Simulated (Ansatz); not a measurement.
**Calculated quadrupolar parameters for Ti₃O₅**

The cell is a Materials Project structure (computed, not necessarily an observed phase), atoms as given.

Space group C2/m (No. 12); a = 9.7262, b = 3.8370, c = 9.3142 Å, β = 91.16°.

| site | Wyckoff | site symmetry | x | y | z |
| --- | --- | --- | --- | --- | --- |
| Ti1 | 4i | m | 0.9437 | 0.0000 | 0.6391 |
| Ti3 | 4i | m | 0.8694 | 0.0000 | 0.9555 |
| Ti5 | 4i | m | 0.2208 | 0.0000 | 0.7368 |
| O7 | 4i | m | 0.5874 | 0.0000 | 0.3405 |
| O9 | 4i | m | 0.6736 | 0.0000 | 0.0551 |
| O11 | 4i | m | 0.8707 | 0.0000 | 0.4426 |
| O13 | 4i | m | 0.2418 | 0.0000 | 0.2436 |
| O15 | 4i | m | 0.0430 | 0.0000 | 0.8465 |

One atom of each set is listed; the run and its k-mesh use a cell of 16 atoms with edges of 5.23, 5.23, 9.31 Å.

All values are calculated (Ansatz; DFT, r2SCAN, plane waves and PAW (field gradients read without the response of the frozen cores, which leaves them typically 4 to 6 % off), scalar-relativistic, 500 eV cutoff, Γ-centred 9×9×4 k-points, Fermi–Dirac smearing 0.05 eV), not measured.

V_zz is the principal component of the electric field gradient with the largest magnitude, η = (V_xx − V_yy)/V_zz and C_Q = eQV_zz/h.

⁴⁷Ti: I = 5/2, Q = 302.0 mb; ¹⁷O: I = 5/2, Q = -25.58 mb. Nuclear quadrupole moments: year-2017 set (Pyykkö).

(1) What field gradients does the calculation give at each kind of site?

Answers

(1) 

```json
{"site": "Ti1", "atoms": "2", "first shell": "6 O at 1.95–2.14 Å", "V_xx, V_yy, V_zz (10²¹ V/m²)": "0.75, 1.20, -1.95", "η": "0.23", "C_Q (MHz)": "-14.2"}
{"site": "Ti3", "atoms": "2", "first shell": "6 O at 1.97–2.14 Å", "V_xx, V_yy, V_zz (10²¹ V/m²)": "-0.011, -0.37, 0.38", "η": "0.94", "C_Q (MHz)": "2.75"}
{"site": "Ti5", "atoms": "2", "first shell": "6 O at 1.88–2.17 Å", "V_xx, V_yy, V_zz (10²¹ V/m²)": "-0.10, -0.12, 0.22", "η": "0.10", "C_Q (MHz)": "1.63"}
{"site": "O7", "atoms": "2", "first shell": "3 Ti at 1.95–2.01 Å", "V_xx, V_yy, V_zz (10²¹ V/m²)": "0.86, 2.04, -2.90", "η": "0.41", "C_Q (MHz)": "1.79"}
{"site": "O9", "atoms": "2", "first shell": "4 Ti at 1.97–2.17 Å", "V_xx, V_yy, V_zz (10²¹ V/m²)": "-0.24, -0.43, 0.66", "η": "0.29", "C_Q (MHz)": "-0.410"}
{"site": "O11", "atoms": "2", "first shell": "3 Ti at 1.88–1.97 Å", "V_xx, V_yy, V_zz (10²¹ V/m²)": "0.61, 0.86, -1.47", "η": "0.16", "C_Q (MHz)": "0.910"}
{"site": "O13", "atoms": "2", "first shell": "4 Ti at 1.96–2.13 Å", "V_xx, V_yy, V_zz (10²¹ V/m²)": "0.045, 0.91, -0.95", "η": "0.91", "C_Q (MHz)": "0.588"}
{"site": "O15", "atoms": "2", "first shell": "4 Ti at 1.99–2.14 Å", "V_xx, V_yy, V_zz (10²¹ V/m²)": "1.16, 2.02, -3.18", "η": "0.27", "C_Q (MHz)": "1.97"}
```

At O7 and O11 V_zz stands upright on the plane through its three neighbours (within 9°) in each case.

The run finds no gap above 0.1 eV (a metal, or nearly one), so the gradients can move by 10 % or more with the k-mesh. Semilocal functionals can leave a metal where correlation in the d or f shell opens a gap in the real compound, and that would change the values at and beside Ti. Where η is near 1 the sign of V_zz means little.
